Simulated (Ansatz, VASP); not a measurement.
Zr8O15 (a cell with a defect) (Cubic zirconia): VASP beside Ansatz

```
Zr O
1.0
     0.00000    5.07000    5.07000
     5.07000    0.00000    5.07000
     5.07000    5.07000    0.00000
Zr O
8 15
Cartesian
  0.0000 0.0000 0.0000
  2.5350 2.5350 0.0000
  2.5350 0.0000 2.5350
  5.0700 2.5350 2.5350
  0.0000 2.5350 2.5350
  2.5350 5.0700 2.5350
  2.5350 2.5350 5.0700
  5.0700 5.0700 5.0700
  3.8025 3.8025 1.2675
  3.8025 1.2675 3.8025
  6.3375 3.8025 3.8025
  1.2675 3.8025 3.8025
  3.8025 6.3375 3.8025
  3.8025 3.8025 6.3375
  6.3375 6.3375 6.3375
  3.8025 3.8025 3.8025
  6.3375 6.3375 3.8025
  6.3375 3.8025 6.3375
  8.8725 6.3375 6.3375
  3.8025 6.3375 6.3375
  6.3375 8.8725 6.3375
  6.3375 6.3375 8.8725
  8.8725 8.8725 8.8725
```

Change from the starting cell: O vacancy, charge +0, host positions.

Alike in both runs: task electric field gradients; functional PBE; k mesh 3 × 3 × 3; occupations fermi-dirac, width 0.01 eV; collinear spin.

|  | VASP | Ansatz |
| --- | --- | --- |
| version | VASP 6.6.1 | Ansatz 0.2.0 |
| potentials or method | VASP PAW PBE potentials, release 64 (Zr_sv, O) | plane-wave PAW, scalar-relativistic |
| plane-wave cutoff (eV) | 520 | 420 |
| valence electrons in the cell | 186 | 186 |

|  | VASP | Ansatz | Ansatz less VASP |
| --- | --- | --- | --- |
| gap on the k mesh at the Fermi level (eV) | 1.00 | 1.00 | +0.005 |
| pressure (GPa) | 5.6 | 5.3 | -0.26 |
| rms of the force components (eV/Å) | 0.213 | 0.213 | -0.0002 |
| net moment per atom (μB) | 0.00 | 0.00 | 0.000 |
| Vzz of the field gradient on the site that differs most (V/Å²) | 41.6 | 36.7 | -4.89 |

Atom by atom the forces differ by 0.004 eV/Å (rms over components). Ansatz warned: «gradients_without_spin_orbit».
